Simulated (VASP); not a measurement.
# Li16O7 (a cell with a defect) in VASP: electric field gradients with PBE

Aim: the electric field gradients of Li16O7 (a cell with a defect) with PBE.

Everything below comes from runs of VASP 6.6.1. Logs are shortened: lines on timing, memory, paths and dates and some standing lists are left out, and cuts for length are marked.

## 1. The cell of the first run

The cell holds a defect, 23 atoms: a = 6.581 Å, b = 6.581 Å, c = 6.581 Å, α = 60.00°, β = 60.00°, γ = 60.00°.

## 2. Electric field gradients, PBE, collinear spin, typed start (O vacancy, charge +1, host positions)

INCAR reads:

```
ALGO = Normal ; EDIFF = 1E-8
ENCUT = 520 ; GGA = PE
ISIF = 2 ; ISMEAR = -1
ISPIN = 2 ; LASPH = True
LCHARG = False ; LEFG = True
LORBIT = 11 ; LREAL = Auto
LWAVE = False ; MAGMOM = 0 0 0 0.5 0 0.5 0.5 0.5 0.5 0.5 0.5 0 0.5 0 0 0 0 0 0 0 0 0 0
NBANDS = 66 ; NELECT = 89.0
NELM = 150 ; PREC = Accurate
SIGMA = 0.01
```

KPOINTS reads:

```
k-points
0
Gamma
  4 4 4
```

POSCAR reads:

```
Li16O7
1.0
    0.0000000000      4.6537087638      4.6537087638
    4.6537087638      0.0000000000      4.6537087638
    4.6537087638      4.6537087638      0.0000000000
Li O
16 7
Direct
    0.3750000000      0.3750000000      0.3750000000
    0.3750000000      0.3750000000      0.8750000000
    0.3750000000      0.8750000000      0.3750000000
    0.3750000000      0.8750000000      0.8750000000
    0.8750000000      0.3750000000      0.3750000000
    0.8750000000      0.3750000000      0.8750000000
    0.8750000000      0.8750000000      0.3750000000
    0.8750000000      0.8750000000      0.8750000000
    0.1250000000      0.1250000000      0.1250000000
    0.1250000000      0.1250000000      0.6250000000
    0.1250000000      0.6250000000      0.1250000000
    0.1250000000      0.6250000000      0.6250000000
    0.6250000000      0.1250000000      0.1250000000
    0.6250000000      0.1250000000      0.6250000000
    0.6250000000      0.6250000000      0.1250000000
    0.6250000000      0.6250000000      0.6250000000
    0.0000000000      0.0000000000      0.5000000000
    0.0000000000      0.5000000000      0.0000000000
    0.0000000000      0.5000000000      0.5000000000
    0.5000000000      0.0000000000      0.0000000000
    0.5000000000      0.0000000000      0.5000000000
    0.5000000000      0.5000000000      0.0000000000
    0.5000000000      0.5000000000      0.5000000000
```

Potentials or basis: VASP PAW PBE potentials, release 64 (Li_sv, O).

Command:

```bash
> cat potpaw_PBE.64/Li_sv/POTCAR potpaw_PBE.64/O/POTCAR > POTCAR
> mpirun -np 1 vasp_std > vasp.out
```

OUTCAR:

```text
EDIFF = 1E-8
   ENCUT = 520
   GGA = PE
   ISIF = 2
   ISMEAR = -1
   ISPIN = 2
   LASPH = True
   LORBIT = 11
   LREAL = Auto
   NELECT = 89.0
   NELM = 150
   PREC = Accurate

 ion  position               nearest neighbor table
   1  0.375  0.375  0.375-  19 2.02  21 2.02  22 2.02  23 2.02  14 2.33  15 2.33  10 2.33  11 2.33
                            12 2.33  13 2.33
   2  0.375  0.375  0.875-  18 2.02  20 2.02  22 2.02  23 2.02  14 2.33  16 2.33   9 2.33  11 2.33
                            12 2.33  13 2.33
   3  0.375  0.875  0.375-  17 2.02  20 2.02  21 2.02  23 2.02  15 2.33  16 2.33   9 2.33  10 2.33
                            12 2.33  13 2.33
   4  0.375  0.875  0.875-  20 2.02  21 2.02  22 2.02  14 2.33  15 2.33  16 2.33   9 2.33  10 2.33
                            11 2.33
   5  0.875  0.375  0.375-  17 2.02  18 2.02  19 2.02  23 2.02  15 2.33  16 2.33   9 2.33  10 2.33
                            11 2.33  14 2.33
   6  0.875  0.375  0.875-  18 2.02  19 2.02  22 2.02  13 2.33  15 2.33  16 2.33   9 2.33  10 2.33
                            12 2.33
   7  0.875  0.875  0.375-  17 2.02  19 2.02  21 2.02  13 2.33  14 2.33  16 2.33   9 2.33  11 2.33
                            12 2.33
   8  0.875  0.875  0.875-  17 2.02  18 2.02  20 2.02  13 2.33  14 2.33  15 2.33  10 2.33  11 2.33
                            12 2.33
   9  0.125  0.125  0.125-  17 2.02  18 2.02  20 2.02   5 2.33   6 2.33   7 2.33   2 2.33   3 2.33
[... 25 lines left out ...]
  22  0.500  0.500  0.000-   1 2.02   2 2.02   4 2.02   6 2.02  11 2.02  13 2.02  15 2.02  16 2.02

  23  0.500  0.500  0.500-   1 2.02   2 2.02   3 2.02   5 2.02  12 2.02  14 2.02  15 2.02  16 2.02

  LATTYP: Found a face centered cubic cell.
 ALAT       =     9.3074175276

  Lattice vectors:

 A1 = (   0.0000000000,   4.6537087638,   4.6537087638)
 A2 = (   4.6537087638,   0.0000000000,   4.6537087638)
 A3 = (   4.6537087638,   4.6537087638,   0.0000000000)

Analysis of symmetry for initial positions (statically):
=====================================================================
 Subroutine PRICEL returns:
 Original cell was already a primitive cell.

 Routine SETGRP: Setting up the symmetry group for a
 face centered cubic supercell.

 Subroutine GETGRP returns: Found 48 space group operations
 (whereof 48 operations were pure point group operations)
 out of a pool of 48 trial point group operations.

The static configuration has the point symmetry O_h .

Analysis of symmetry for dynamics (positions and initial velocities):
=====================================================================
 Subroutine PRICEL returns:
 Original cell was already a primitive cell.

 Routine SETGRP: Setting up the symmetry group for a
 face centered cubic supercell.

 Subroutine GETGRP returns: Found 48 space group operations
 (whereof 48 operations were pure point group operations)
 out of a pool of 48 trial point group operations.

The dynamic configuration has the point symmetry O_h .

Analysis of structural, dynamic, and magnetic symmetry:
=====================================================================
 Subroutine PRICEL returns:
 Original cell was already a primitive cell.

 Routine SETGRP: Setting up the symmetry group for a
 face centered cubic supercell.

 Subroutine GETGRP returns: Found 48 space group operations
 (whereof 48 operations were pure point group operations)
 out of a pool of 48 trial point group operations.

The overall configuration has the point symmetry O_h .

 Subroutine INISYM returns: Found 48 space group operations
 (whereof 48 operations are pure point group operations),
 and found     1 'primitive' translations

----------------------------------------------------------------------------------------

                                     Primitive cell

  volume of cell :     201.5708

  direct lattice vectors                    reciprocal lattice vectors
     0.000000000  4.653708764  4.653708764    -0.107441188  0.107441188  0.107441188
     4.653708764  0.000000000  4.653708764     0.107441188 -0.107441188  0.107441188
     4.653708764  4.653708764  0.000000000     0.107441188  0.107441188 -0.107441188
[... 155 lines left out ...]

  energy without entropy =     -106.17210828  energy(sigma->0) =     -106.17210828

 E-fermi :   2.1844     XC(G=0):  -9.3536

 val. band max:        1.9116077135   @ k =   0.5000   0.5000   0.0000
 cond. band min:       2.6737480116   @ k =   0.0000   0.0000   0.0000
 fundamental gap:      0.7621402981
 Fermi energy:         2.1844352732

 spin component 1

 k-point     1 :       0.0000    0.0000    0.0000
  band No.  band energies     occupation
      1     -42.5281      1.00000
      2     -42.4640      1.00000
      3     -42.4640      1.00000
      4     -42.4640      1.00000
      5     -42.4145      1.00000
      6     -42.4145      1.00000
[... 461 lines left out ...]
     55      11.1545      0.00000
     56      11.1545      0.00000
 Fermi energy:         2.1844352732

 spin component 2

 k-point     1 :       0.0000    0.0000    0.0000
  band No.  band energies     occupation
      1     -42.4885      1.00000
      2     -42.4254      1.00000
      3     -42.4254      1.00000
      4     -42.4254      1.00000
      5     -42.3766      1.00000
      6     -42.3766      1.00000
[... 461 lines left out ...]
     55      11.2114      0.00000
     56      11.2114      0.00000
 [bands above 56 left out]

------------------------ aborting loop because EDIFF is reached ----------------------------------------

  FORCE on cell =-STRESS in cart. coord.  units (eV):
  Direction    XX          YY          ZZ          XY          YZ          ZX
  --------------------------------------------------------------------------------------
  -------------------------------------------------------------------------------------
  Total       -5.8693253     -5.8693253     -5.8693253      0.0000000      0.0000000     -0.0000000
  in kB      -46.6520967    -46.6520967    -46.6520967      0.0000000      0.0000000     -0.0000000
  external PRESSURE =     -46.6520967 kB  Pullay stress =       0.0000000 kB

 VOLUME and BASIS-vectors are now :
 -----------------------------------------------------------------------------
  energy-cutoff  :      520.00
  volume of cell :      201.57
      direct lattice vectors                 reciprocal lattice vectors
     0.000000000  4.653708764  4.653708764    -0.107441188  0.107441188  0.107441188
     4.653708764  0.000000000  4.653708764     0.107441188 -0.107441188  0.107441188
     4.653708764  4.653708764  0.000000000     0.107441188  0.107441188 -0.107441188

 POSITION                                       TOTAL-FORCE (eV/Angst)
 -----------------------------------------------------------------------------------
      3.49028      3.49028      3.49028         0.095680      0.095680      0.095680
      5.81714      5.81714      3.49028        -0.095680     -0.095680      0.095680
      5.81714      3.49028      5.81714        -0.095680      0.095680     -0.095680
      8.14399      5.81714      5.81714        -0.753527      0.753527      0.753527
      3.49028      5.81714      5.81714         0.095680     -0.095680     -0.095680
      5.81714      8.14399      5.81714         0.753527     -0.753527      0.753527
[... 15 lines left out ...]
      2.32685      2.32685      4.65371        -0.000000     -0.000000      0.000000
      4.65371      4.65371      4.65371        -0.000000     -0.000000      0.000000
 -----------------------------------------------------------------------------------
    total drift:                                0.000000      0.000000      0.000000

  FREE ENERGIE OF THE ION-ELECTRON SYSTEM (eV)
  ---------------------------------------------------
  free  energy   TOTEN  =      -106.1721082814 eV

  energy  without entropy=     -106.1721082814  energy(sigma->0) =     -106.17210828

 Electric field gradients (V/A^2)
---------------------------------------------------------------------
 ion       V_xx      V_yy      V_zz      V_xy      V_xz      V_yz
---------------------------------------------------------------------
   1      -0.000     0.000     0.000    -0.137    -0.137    -0.137
   2       0.000     0.000    -0.000    -0.137     0.144     0.144
   3       0.000    -0.000     0.000     0.144    -0.137     0.144
   4       0.000    -0.000    -0.000    -0.941    -0.941     0.948
   5      -0.000     0.000     0.000     0.144     0.144    -0.137
   6      -0.000     0.000    -0.000    -0.941     0.948    -0.941
[... 15 lines left out ...]
  22       6.057     6.057   -12.115   -17.616     0.001     0.001
  23      -0.000     0.000    -0.000     0.001     0.001     0.001
---------------------------------------------------------------------

 Electric field gradients after diagonalization (V/A^2)
 (convention: |V_zz| > |V_xx| > |V_yy|)
----------------------------------------------------------------------
 ion       V_xx      V_yy      V_zz     asymmetry (V_yy - V_xx)/ V_zz
----------------------------------------------------------------------
   1       0.137     0.137    -0.274       0.000
   2       0.146     0.137    -0.283       0.032
   3       0.146     0.137    -0.283       0.032
   4      -0.948    -0.939     1.888       0.005
   5       0.146     0.137    -0.283       0.032
   6      -0.948    -0.939     1.888       0.005
[... 15 lines left out ...]
  22     -12.115   -11.559    23.673       0.023
  23      -0.001    -0.001     0.001       0.000
----------------------------------------------------------------------

           NMR quadrupolar parameters

 Cq : quadrupolar parameter    Cq=e*Q*V_zz/h
 eta: asymmetry parameters     (V_yy - V_xx)/ V_zz
 Q  : nuclear electric quadrupole moment in mb (millibarn)
----------------------------------------------------------------------
 ion       Cq(MHz)       eta       Q (mb)
----------------------------------------------------------------------
   1      -0.001       0.000       1.000
   2      -0.001       0.032       1.000
   3      -0.001       0.032       1.000
   4       0.005       0.005       1.000
   5      -0.001       0.032       1.000
   6       0.005       0.005       1.000
[... 15 lines left out ...]
  22       0.057       0.023       1.000
  23       0.000       0.000       1.000
----------------------------------------------------------------------

 total charge

# of ion       s       p       d       tot
------------------------------------------
    1        2.032   0.076   0.000   2.108
    2        2.032   0.076   0.000   2.108
    3        2.032   0.076   0.000   2.108
    4        2.032   0.075   0.000   2.107
    5        2.032   0.076   0.000   2.108
    6        2.032   0.075   0.000   2.107
[... 15 lines left out ...]
   22        1.535   3.467   0.000   5.002
   23        1.534   3.472   0.000   5.007
--------------------------------------------------
tot         43.260  25.484   0.000  68.745

 magnetization (x)

# of ion       s       p       d       tot
------------------------------------------
    1       -0.000  -0.000   0.000  -0.000
    2       -0.000  -0.000   0.000  -0.000
    3       -0.000  -0.000   0.000  -0.000
    4        0.005   0.011   0.000   0.016
    5       -0.000  -0.000   0.000  -0.000
    6        0.005   0.011   0.000   0.016
[... 15 lines left out ...]
   22        0.001   0.014   0.000   0.015
   23        0.000   0.005   0.000   0.005
--------------------------------------------------
tot          0.043   0.174   0.000   0.217
```

It took 13 min on 1 thread of Intel Xeon Platinum 8259CL at 2.50GHz (Skylake/Cascade Lake), shared host; peak memory 0.49 GiB.

What came out:

```yaml
Free_energy: -106.1721 eV
Largest_force: 1.305 eV/Å
Band_gap_on_the_k_mesh: 0.76 eV, indirect (least direct gap 1.41 eV)
Net_moment: 1.00 μB per cell
Valence_electrons_inside_the_program's_atomic_spheres: Li 2.11; O 5.00, 5.01
```

Forces on the atoms (eV/Å):
```
Li   0.096  0.096  0.096
Li  -0.096 -0.096  0.096
Li  -0.096  0.096 -0.096
Li  -0.754  0.754  0.754
Li   0.096 -0.096 -0.096
Li   0.754 -0.754  0.754
Li   0.754  0.754 -0.754
Li  -0.754 -0.754 -0.754
Li   0.754  0.754  0.754
Li  -0.754 -0.754  0.754
Li  -0.754  0.754 -0.754
Li  -0.096  0.096  0.096
Li   0.754 -0.754 -0.754
Li   0.096 -0.096  0.096
Li   0.096  0.096 -0.096
Li  -0.096 -0.096 -0.096
O    0.000  0.000  0.000
O    0.000  0.000  0.000
O    0.000  0.000  0.000
O    0.000  0.000  0.000
O    0.000  0.000  0.000
O    0.000  0.000  0.000
O    0.000  0.000  0.000
```

Levels at points of the mesh, in eV from the valence-band top:
Spin up:
```csv
k point,band 42,band 43,band 44,band 45,band 46,band 47,band 48,band 49
"(0.00, 0.00, 0.00)",-0.99,-0.66,-0.66,-0.66,3.95,3.95,4.47,5.24
"(0.50, 0.00, 0.00)",-1.26,-0.78,-0.78,-0.20,3.69,4.29,4.29,5.76
"(0.50, 0.50, 0.00)",-1.20,-1.00,-1.00,0.00,3.37,4.34,4.34,5.78
```
Spin down:
```tsv
k point	band 42	band 43	band 44	band 45	band 46	band 47
(0.00, 0.00, 0.00)	-0.65	-0.65	-0.65	0.76	4.08	4.08
(0.50, 0.00, 0.00)	-1.24	-0.77	-0.77	1.52	4.28	4.83
(0.50, 0.50, 0.00)	-1.19	-0.99	-0.99	1.69	3.92	5.01
```

Electric field gradients, principal values (V/Å²):
```csv
atom,Vxx,Vyy,Vzz
1 Li,0.137,0.137,-0.274
2 Li,0.137,0.146,-0.283
3 Li,0.137,0.146,-0.283
4 Li,-0.939,-0.948,1.888
5 Li,0.137,0.146,-0.283
6 Li,-0.939,-0.948,1.888
7 Li,-0.939,-0.948,1.888
8 Li,-0.948,-0.948,1.897
9 Li,-0.948,-0.948,1.897
10 Li,-0.939,-0.948,1.888
11 Li,-0.939,-0.948,1.888
12 Li,0.137,0.146,-0.283
13 Li,-0.939,-0.948,1.888
14 Li,0.137,0.146,-0.283
15 Li,0.137,0.146,-0.283
16 Li,0.137,0.137,-0.274
17 O,-11.559,-12.115,23.673
18 O,-11.559,-12.115,23.673
19 O,-11.559,-12.115,23.673
20 O,-11.559,-12.115,23.673
21 O,-11.559,-12.115,23.673
22 O,-11.559,-12.115,23.673
23 O,-0.001,-0.001,0.001
```

Caveat: the cell carries a net charge on a neutralising background, which shifts energy and pressure; the cell is charged against a uniform background, so pressure and absolute levels hang on convention; the cutoff is under 1.25 times the usual one of these potentials, so pressure, stress and relaxed cells hold a basis-set (Pulay) error.
